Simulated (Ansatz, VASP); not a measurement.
# In3Ga13O24 (Ga1.6In0.4O3, monoclinic beta-Ga2O3 type) in two plane-wave programs

Aim: how closely do two programs agree when they are given the same cell, functional and k mesh? The cell is invented: As first built, before any earlier steps moved the atoms (in the runner's words): 1x2x2 conventional cells of the Ga2O3 type (80 atoms: 48 O, 26 Ga, 6 In); Ga/In share their sites, the best of 600 random draws by like-pair counts in two shells; start lattice of Ga2O3; atoms moved at random by 0.02 A. It may not be a known or stable phase. The structure shown is the start of the Ansatz relaxation below; VASP solves that cell, so the two are compared at the walk's first step.

Calculated with Ansatz 0.2.0; plane waves, with VASP 6.6.1 beside it; single point at PBE.

## (1) Starting point

The cell holds 80 atoms: 48 O, 26 Ga and 6 In. Its edges and angles: a = 12.214 Å, b = 6.074 Å, c = 11.596 Å, α = 90.0°, β = 103.8°, γ = 90.0°. It derives from Ga2O3 (Ga2O3 type, space group 12), repeated 1×2×2. As first built, before any earlier steps moved the atoms (in the runner's words): 1x2x2 conventional cells of the Ga2O3 type (80 atoms: 48 O, 26 Ga, 6 In); Ga/In share their sites, the best of 600 random draws by like-pair counts in two shells; start lattice of Ga2O3; atoms moved at random by 0.02 A.

## (2) Ansatz: relaxation, PBE

Ansatz runs on its default PAW (the set named soft_2) files.

The two programs are compared at the cell with which this relaxation starts, whose forces are those of its first step.

The input, input.yaml:

```yaml
crystal:
  lattice:
    - [12.214, 0.0, 0.0]
    - [0.0, 6.0742, 0.0]
    - [-2.77198, 0.0, 11.26002]
  atoms:
    - { symbol: O, position: [0.16513, 0.99453, 0.05619] }
    - { symbol: O, position: [0.33463, 0.24961, 0.4427] }
    - { symbol: O, position: [0.17317, 0.99949, 0.28149] }
    - { symbol: O, position: [0.3283, 0.25463, 0.21863] }
    - { symbol: O, position: [0.49521, 0.00366, 0.1269] }
    - { symbol: O, position: [0.00405, 0.25071, 0.37212] }
    - { symbol: O, position: [0.66328, 0.24913, 0.05463] }
    - { symbol: O, position: [0.83504, 0.9954, 0.44509] }
    - { symbol: O, position: [0.67055, 0.24867, 0.28431] }
    - { symbol: O, position: [0.82708, 0.0004, 0.21622] }
    - { symbol: O, position: [0.99972, 0.25212, 0.12619] }
    - { symbol: O, position: [0.50046, 0.00242, 0.36921] }
    - { symbol: O, position: [0.16441, 1.0, 0.55628] }
    - { symbol: O, position: [0.33564, 0.25356, 0.94355] }
    - { symbol: O, position: [0.17462, 0.00279, 0.78179] }
    - { symbol: O, position: [0.32661, 0.25856, 0.7185] }
    - { symbol: O, position: [0.49732, 0.00109, 0.62646] }
    - { symbol: O, position: [0.00138, 0.24833, 0.87146] }
    - { symbol: O, position: [0.66723, 0.24733, 0.55522] }
    - { symbol: O, position: [0.83377, 0.00376, 0.94908] }
    - { symbol: O, position: [0.67131, 0.24136, 0.78194] }
    - { symbol: O, position: [0.82632, 0.00066, 0.71826] }
    - { symbol: O, position: [0.99545, 0.25174, 0.62804] }
    - { symbol: O, position: [0.50713, 0.9955, 0.87414] }
    - { symbol: O, position: [0.16409, 0.49878, 0.05132] }
    - { symbol: O, position: [0.33744, 0.74652, 0.44474] }
    - { symbol: O, position: [0.1734, 0.50005, 0.28149] }
    - { symbol: O, position: [0.32715, 0.74939, 0.21837] }
    - { symbol: O, position: [0.49512, 0.49681, 0.12622] }
    - { symbol: O, position: [0.00267, 0.74494, 0.37129] }
    - { symbol: O, position: [0.66554, 0.75184, 0.05783] }
    - { symbol: O, position: [0.8344, 0.50211, 0.44404] }
    - { symbol: O, position: [0.67222, 0.74628, 0.2818] }
    - { symbol: O, position: [0.82715, 0.49773, 0.21684] }
    - { symbol: O, position: [0.99691, 0.74675, 0.12996] }
    - { symbol: O, position: [0.50365, 0.50422, 0.37413] }
    - { symbol: O, position: [0.16315, 0.50628, 0.55495] }
    - { symbol: O, position: [0.3356, 0.75271, 0.94533] }
    - { symbol: O, position: [0.17585, 0.50202, 0.78297] }
    - { symbol: O, position: [0.32684, 0.74727, 0.7188] }
    - { symbol: O, position: [0.49465, 0.4979, 0.62986] }
    - { symbol: O, position: [0.00705, 0.75309, 0.87314] }
    - { symbol: O, position: [0.66492, 0.75361, 0.55798] }
    - { symbol: O, position: [0.83681, 0.49903, 0.94576] }
    - { symbol: O, position: [0.67552, 0.7496, 0.77796] }
    - { symbol: O, position: [0.82631, 0.49967, 0.71945] }
    - { symbol: O, position: [0.99814, 0.75196, 0.62844] }
    - { symbol: O, position: [0.50029, 0.50767, 0.86523] }
    - { symbol: Ga, position: [0.08858, 0.00231, 0.39694] }
    - { symbol: Ga, position: [0.40894, 0.24919, 0.10446] }
    - { symbol: Ga, position: [0.15875, 0.25448, 0.15782] }
    - { symbol: Ga, position: [0.3404, 0.00272, 0.34326] }
    - { symbol: Ga, position: [0.59057, 0.24703, 0.39669] }
    - { symbol: Ga, position: [0.90729, 0.99418, 0.10466] }
    - { symbol: Ga, position: [0.65829, 0.99702, 0.15579] }
    - { symbol: Ga, position: [0.84351, 0.24896, 0.34399] }
    - { symbol: Ga, position: [0.0914, 0.0062, 0.89538] }
    - { symbol: Ga, position: [0.41044, 0.25228, 0.60463] }
    - { symbol: Ga, position: [0.1593, 0.24846, 0.65809] }
    - { symbol: Ga, position: [0.34017, 0.9988, 0.84194] }
    - { symbol: Ga, position: [0.5919, 0.24919, 0.89751] }
    - { symbol: Ga, position: [0.90959, 0.00714, 0.60551] }
    - { symbol: Ga, position: [0.65713, 0.99892, 0.6553] }
    - { symbol: Ga, position: [0.09149, 0.50012, 0.39606] }
    - { symbol: Ga, position: [0.41195, 0.74909, 0.1031] }
    - { symbol: Ga, position: [0.34099, 0.49839, 0.34315] }
    - { symbol: Ga, position: [0.65656, 0.50001, 0.15883] }
    - { symbol: Ga, position: [0.09168, 0.50184, 0.89686] }
    - { symbol: Ga, position: [0.41051, 0.75376, 0.6029] }
    - { symbol: Ga, position: [0.15976, 0.74548, 0.66152] }
    - { symbol: Ga, position: [0.33978, 0.50495, 0.84245] }
    - { symbol: Ga, position: [0.58912, 0.74746, 0.8982] }
    - { symbol: Ga, position: [0.65907, 0.49662, 0.65799] }
    - { symbol: Ga, position: [0.84258, 0.75108, 0.84501] }
    - { symbol: In, position: [0.84142, 0.24532, 0.84277] }
    - { symbol: In, position: [0.15832, 0.75526, 0.15398] }
    - { symbol: In, position: [0.59486, 0.7525, 0.40015] }
    - { symbol: In, position: [0.91188, 0.49935, 0.10298] }
    - { symbol: In, position: [0.84458, 0.74824, 0.34595] }
    - { symbol: In, position: [0.91312, 0.4991, 0.60284] }
kpoints:
  mp_grid: { grid: [2, 3, 2], shift: [0.5, 0.0, 0.5] }
hamiltonian:
  xc: pbe
scf:
  occupations: { method: fermi_dirac, width: 0.01 }
output:
  forces: true
  stress: true
relax:
  f_tol: 0.02
  max_steps: 45
  cell: { stress_tol: 0.1 }
```

Launch:

```
> ansatz run input.yaml --threads 8 --pin off --max-ram 15360MiB --backend cpu --events-out ev --progress --plain --runs-dir out
```

Numbers of over 12 decimals in the logs are rounded to 6 here.

What it wrote:

```text
The last accepted step is kept in <dir> (removed where the run ends without a failure and the disk answers)
Engine: ansatz 0.2.0, x86_64-unknown-linux-gnu
Pseudopotentials: kind: paw
Pseudopotential: O, paw, valence charge 6, recommended cutoff 420 eV (normal), O.paw.azcp
Pseudopotential: Ga, paw, valence charge 13, recommended cutoff 420 eV (normal), Ga.paw.azcp
Pseudopotential: In, paw, valence charge 13, recommended cutoff 420 eV (normal), In.paw.azcp
Functional definition: PBE
  parameter kappa = 0.804
  parameter beta = 0.066725
  exchange = pbe_x(kappa = kappa, mu = beta*pi^2/3)
  correlation = pbe_c(beta = beta)
Crystal: 80 atoms, lattice volume = 835.384 Å³
Basis set: ecut = 420 eV, 16313 PW (Γ), exchange–correlation on 180×90×160 points (8 copies of the dense FFT grid, shifted against one another)
Bands: 432, of which v1, the nominal top of the filled ones, is band 352 counted from 1 (351 counted from 0)
Symmetry: 1 space group operations
Space group: P1 (ITA 1), of the structure as read, at distance tolerance 9.4e-5 Å
k-points: 6 of 12 (time reversal used)
Non-local potential: O, projectors of the file, l = 0: 2, l = 1: 2, l = 2: 1
Non-local potential: Ga, projectors of the file, l = 0: 2, l = 1: 2, l = 2: 3, l = 3: 1
Non-local potential: In, projectors of the file, l = 0: 2, l = 1: 2, l = 2: 2, l = 3: 2
PAW form: soft (Blöchl's): semilocal exchange-correlation on the pseudo side does not see the compensation charge
PAW one-centre angular grid: O, 110 points (default); XC on 64 Gauss nodes
PAW one-centre angular grid: Ga, 590 points (default); XC on 64 Gauss nodes
PAW one-centre angular grid: In, 590 points (default); XC on 64 Gauss nodes
Initial density: superposition of atomic densities (neutral atoms: chi_scale 0, normalization atom), corrected by the library's trained network
Initial wavefunctions: pseudopotential atomic-orbital guess
Functional: x = pbe(κ = 0.804, μ = 0.219515), c = pbe(β = 0.066725)
SCF iter   1: F=—  HF=-159188.671195 eV  |F-HF|=—  |Δ(HF+E_count)|=         —  Δρ=1.65e-3  dr2=2.44e-2  ethr=1.77e-3  ⟨swp⟩=6.0  Hψ=9677  notcnv=0  defer=22
preconditioner: auto → Resta (q_TF=auto, 2.652 Å⁻¹)  ε∞=4.6  [insulator: Δε(μ)=2.754 eV  Ē_g=17.873 eV  σ=0.010 eV  W_gap=1.00  n_scr=268 (ndim 8)  ℏωp=34.1 eV  f_vac=0.011  D(μ)=0.00/eV (n_scr^D=0)  ε∞_Penn≈4.6]
SCF iter   2: F=—  HF=-159188.675442 eV  |F-HF|=—  |Δ(HF+E_count)|=   4.25e-3  Δρ=8.46e-4  dr2=6.47e-3  ethr=3.47e-6  ⟨swp⟩=2.0  Hψ=5120  notcnv=0  defer=454
SCF iter   3: F=—  HF=-159188.677945 eV  |F-HF|=—  |Δ(HF+E_count)|=   2.50e-3  Δρ=3.44e-4  dr2=1.10e-3  ethr=9.19e-7  ⟨swp⟩=2.5  Hψ=4162  notcnv=0  defer=454
SCF iter   4: F=—  HF=-159188.677839 eV  |F-HF|=—  |Δ(HF+E_count)|=   1.06e-4  Δρ=1.06e-4  dr2=9.36e-5  ethr=1.56e-7  ⟨swp⟩=2.0  Hψ=4131  notcnv=0  defer=454
SCF iter   5: F=—  HF=-159188.678243 eV  |F-HF|=—  |Δ(HF+E_count)|=   4.04e-4  Δρ=3.97e-5  dr2=1.23e-5  ethr=1.33e-8  ⟨swp⟩=2.0  Hψ=4285  notcnv=0  defer=454
SCF iter   6: F=—  HF=-159188.678248 eV  |F-HF|=—  |Δ(HF+E_count)|=   5.51e-6  Δρ=1.75e-5  dr2=2.12e-6  ethr=1.74e-9  ⟨swp⟩=2.0  Hψ=4227  notcnv=0  defer=454
SCF iter   7: F=—  HF=-159188.678248 eV  |F-HF|=—  |Δ(HF+E_count)|=   2.12e-7  Δρ=6.76e-6  dr2=3.47e-7  ethr=3.01e-10  ⟨swp⟩=2.0  Hψ=4316  notcnv=0  defer=454
SCF iter   8: F=-159188.678248 eV  HF=-159188.678248 eV  |F-HF|=1.20e-8  |Δ(HF+E_count)|=   1.05e-7  Δρ=2.15e-6  dr2=3.89e-8  ethr=1.42e-11  ⟨swp⟩=4.0  Hψ=8234  notcnv=0
SCF 1 converged in 8 iterations: F = -159188.678248 eV  dr2 = 3.89e-8
  greatest PAW one-centre occupation: 0.998 electrons in one spin orbital (limit 2), on the Ga atom at site 69 (counted from 0), in its partial waves of l = 2
relax step   1: F+E_penalty+E_count = -159188.67824846 eV  Δ(F+E_penalty+E_count) = +0.000e0 eV  max|allowed force component| = 5.779e0 eV/Å  Δτ_max = 0.0000 Å  P = +26.507 GPa  Ω = 835.384 Å³  (8 SCF iters, dr2 threshold 1.00e-7 eV, accepted)
Crystal: 80 atoms, lattice volume = 900.278 Å³
Basis set: ecut = 420 eV, 17627 PW (Γ), exchange–correlation on 180×90×160 points (8 copies of the dense FFT grid, shifted against one another)
Initial density: handed on by an earlier stage of this run
Initial wavefunctions: those handed on with the density
iter 1 solved again at ethr=4.10e-4 eV; its pass at ethr=3.10e-3 eV (dr2=2.89e0 eV) is discarded
SCF iter   1: F=—  HF=-159201.560352 eV  |F-HF|=—  |Δ(HF+E_count)|=         —  Δρ=2.33e-2  dr2=2.85e0  ethr=4.10e-4  ⟨swp⟩=5.3  Hψ=11678  notcnv=0
preconditioner: auto → Resta (q_TF=auto, 2.619 Å⁻¹)  ε∞=4.6  [insulator: Δε(μ)=2.186 eV  Ē_g=17.190 eV  σ=0.010 eV  W_gap=1.00  n_scr=276 (ndim 8)  ℏωp=32.8 eV  f_vac=0.032  D(μ)=0.00/eV (n_scr^D=0)  ε∞_Penn≈4.6]
SCF iter   2: F=—  HF=-159200.881163 eV  |F-HF|=—  |Δ(HF+E_count)|=   6.79e-1  Δρ=9.73e-3  dr2=4.18e-1  ethr=4.05e-4  ⟨swp⟩=5.5  Hψ=4138  notcnv=0
[...]
atom  52  Ga    -0.00115232    -0.00076879     0.00032395
  atom  53  Ga    -0.00100822    -0.00022076    -0.00041453
  atom  54  Ga     0.00008978    -0.00165376     0.00039875
  atom  55  Ga     0.00143368    -0.00150062     0.00119386
  atom  56  Ga    -0.00107316    -0.00160222     0.00068567
  atom  57  Ga    -0.00112158     0.00030450    -0.00090965
  atom  58  Ga     0.00101288     0.00021025    -0.00004296
  atom  59  Ga    -0.00225337     0.00046142    -0.00106494
  atom  60  Ga    -0.00003942     0.00031027    -0.00001611
  atom  61  Ga    -0.00144665     0.00074265    -0.00088222
  atom  62  Ga     0.00036251     0.00195322    -0.00028025
  atom  63  Ga     0.00066706     0.00112568     0.00095440
  atom  64  Ga    -0.00175825    -0.00039299    -0.00037860
  atom  65  Ga    -0.00027703     0.00002326     0.00029190
  atom  66  Ga    -0.00113153     0.00002061    -0.00094611
  atom  67  Ga     0.00123741     0.00267174    -0.00002073
  atom  68  Ga    -0.00124144    -0.00009465    -0.00073018
  atom  69  Ga     0.00221958    -0.00029248     0.00002181
  atom  70  Ga    -0.00241079    -0.00132893     0.00109789
  atom  71  Ga    -0.00019579    -0.00014499    -0.00098046
  atom  72  Ga    -0.00053607    -0.00052469    -0.00036331
  atom  73  Ga     0.00138244    -0.00131023     0.00006242
  atom  74  Ga    -0.00080001     0.00047285     0.00085526
  atom  75  In    -0.00248530     0.00070144    -0.00158703
  atom  76  In    -0.00010417     0.00038712    -0.00075707
  atom  77  In    -0.00038440    -0.00007036     0.00059547
  atom  78  In     0.00195807     0.00184459     0.00001402
  atom  79  In    -0.00217509     0.00001687    -0.00081895
  atom  80  In     0.00065477    -0.00240220    -0.00006904
  max |Σ_I F_I| component: 8.53e-6 eV/Å
--- Stress (GPa, compression-positive) ---
        0.011437      -0.000391      -0.002042
       -0.000391      -0.002626       0.000819
       -0.002042       0.000819       0.002283
  P = ⅓ Tr σ = 0.0037 GPa (0.037 kbar)
--- Relaxed structure (9 steps of the walk, 9 accepted, 3 SCFs on fresh bases) ---
  F+E_penalty+E_count = -159202.65458186 eV   max|allowed force component| = 2.885e-3 eV/Å   (the final SCF, on the basis selected at the relaxed cell)
  cell:  # Å, volume = 928.7871 Å³
    - [12.636822, -0.00333259, 0.030880]
    - [-0.00165735, 6.314030, -3.0444907501346362e-6]
    - [-2.839471, 0.000750692, 11.633563]
  atoms:
    - { symbol: O, position: [0.172178, 1.011559, 0.048560] }
    - { symbol: O, position: [0.334749, 0.251512, 0.449353] }
    - { symbol: O, position: [0.181175, 1.012629, 0.290198] }
    - { symbol: O, position: [0.325709, 0.251953, 0.215946] }
    - { symbol: O, position: [0.492996, 0.00328397, 0.125288] }
    - { symbol: O, position: [0.00584539, 0.252281, 0.375074] }
    - { symbol: O, position: [0.655920, 0.252452, 0.050318] }
    - { symbol: O, position: [0.838000, 1.014430, 0.450038] }
    - { symbol: O, position: [0.669274, 0.238552, 0.281977] }
    - { symbol: O, position: [0.822844, 0.018966, 0.210622] }
    - { symbol: O, position: [1.005911, 0.226204, 0.129065] }
    - { symbol: O, position: [0.496712, 0.018681, 0.371526] }
    - { symbol: O, position: [0.170868, 1.003508, 0.557200] }
    - { symbol: O, position: [0.342893, 0.253758, 0.945521] }
    - { symbol: O, position: [0.180891, -0.00130263, 0.785303] }
    - { symbol: O, position: [0.328319, 0.252740, 0.719603] }
    - { symbol: O, position: [0.490546, -0.000800203, 0.625889] }
    - { symbol: O, position: [0.013799, 0.250521, 0.872517] }
    - { symbol: O, position: [0.658886, 0.249038, 0.556926] }
    - { symbol: O, position: [0.836795, -0.016061, 0.948552] }
    - { symbol: O, position: [0.659992, 0.247183, 0.776385] }
    - { symbol: O, position: [0.825186, -0.012343, 0.712564] }
    - { symbol: O, position: [1.006876, 0.232287, 0.636920] }
    - { symbol: O, position: [0.501652, 1.000121, 0.870813] }
[...]
- { symbol: O, position: [0.491926, 0.500908, 0.627240] }
    - { symbol: O, position: [0.00797045, 0.749057, 0.875722] }
    - { symbol: O, position: [0.661309, 0.749758, 0.564598] }
    - { symbol: O, position: [0.824404, 0.517791, 0.937396] }
    - { symbol: O, position: [0.669044, 0.760472, 0.782348] }
    - { symbol: O, position: [0.816791, 0.514542, 0.718154] }
    - { symbol: O, position: [1.006204, 0.768754, 0.631589] }
    - { symbol: O, position: [0.503247, 0.505216, 0.870207] }
    - { symbol: Ga, position: [0.095735, 0.00827287, 0.402523] }
    - { symbol: Ga, position: [0.409413, 0.251571, 0.103210] }
    - { symbol: Ga, position: [0.164944, 0.244892, 0.154741] }
    - { symbol: Ga, position: [0.342105, 0.00450356, 0.349856] }
    - { symbol: Ga, position: [0.590772, 0.246725, 0.399338] }
    - { symbol: Ga, position: [0.909892, 0.999478, 0.101465] }
    - { symbol: Ga, position: [0.653069, 1.004211, 0.151306] }
    - { symbol: Ga, position: [0.835393, 0.249081, 0.339541] }
    - { symbol: Ga, position: [0.094062, -0.000929002, 0.895858] }
    - { symbol: Ga, position: [0.409301, 0.250328, 0.603586] }
    - { symbol: Ga, position: [0.165756, 0.247265, 0.660273] }
    - { symbol: Ga, position: [0.342944, 1.001228, 0.847654] }
    - { symbol: Ga, position: [0.581571, 0.252105, 0.894772] }
    - { symbol: Ga, position: [0.914544, 0.00130452, 0.603714] }
    - { symbol: Ga, position: [0.651450, 0.999133, 0.657794] }
    - { symbol: Ga, position: [0.097007, 0.494082, 0.402512] }
    - { symbol: Ga, position: [0.413177, 0.750990, 0.102872] }
    - { symbol: Ga, position: [0.342226, 0.493148, 0.346029] }
    - { symbol: Ga, position: [0.653019, 0.502856, 0.149568] }
    - { symbol: Ga, position: [0.094780, 0.500685, 0.895942] }
    - { symbol: Ga, position: [0.408284, 0.749540, 0.602822] }
    - { symbol: Ga, position: [0.165014, 0.754438, 0.657928] }
    - { symbol: Ga, position: [0.342975, 0.502355, 0.844355] }
    - { symbol: Ga, position: [0.587544, 0.753647, 0.895453] }
    - { symbol: Ga, position: [0.651772, 0.500189, 0.658149] }
    - { symbol: Ga, position: [0.838047, 0.752201, 0.838768] }
    - { symbol: In, position: [0.839706, 0.247218, 0.838818] }
    - { symbol: In, position: [0.164226, 0.752140, 0.160332] }
    - { symbol: In, position: [0.586044, 0.748034, 0.394301] }
    - { symbol: In, position: [0.911846, 0.491250, 0.100239] }
    - { symbol: In, position: [0.845091, 0.753911, 0.336183] }
    - { symbol: In, position: [0.914528, 0.499546, 0.601999] }
```

(Continued in part 2 of 2.)

[Lines on the potential files, build, host, timing and source positions are cut from VASP's logs without a mark.]

[Logs are printed without paths, hosts, clocks, repeated set-up lines and the standing remarks that a program may print on its own settings, such as how far it seeks lower states.]

[Hosts, paths, dates, database ids (printed as entryN), source tags and the programs' standing remarks are cut or masked in the printed files.]
